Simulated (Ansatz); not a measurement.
A crystal relaxed with r2SCAN+rVV10 in Ansatz has space group P-6m2 (No. 187) and a = 4.020 Å, c = 16.835 Å.

```tsv
atom	site	x	y	z
In	2g	0.0000	0.0000	0.5827
In	2h	0.3333	0.6667	0.9173
Xx	2i	0.6667	0.3333	0.8420
Xx	2h	0.3333	0.6667	0.6579
```

The r2SCAN gap is direct at Γ: 0.83 eV. The HSE06 gap is direct at Γ: 1.14 eV. With PBE the gap is 0.40 eV and direct, at Γ. Meshes: r2SCAN 12×12×2, HSE06 6×6×2, PBE 12×12×2.

Problem. Which element is Xx?
A. Te
B. Se
C. O
D. S

Solution. B. Xx is Se: InSe (P-6m2) from a database structure. Around In lie 3 Se at 2.64 Å and 1 In at 2.79 Å; around Se lie 3 In at 2.64 Å.

Spin-unpolarised throughout; all numbers are computed.

No spin-orbit coupling is included; it can move band edges with weight on the heavy atoms by tenths of an eV.

The meshes of the hybrids are coarse, so their gaps aren't converged to the digits shown.
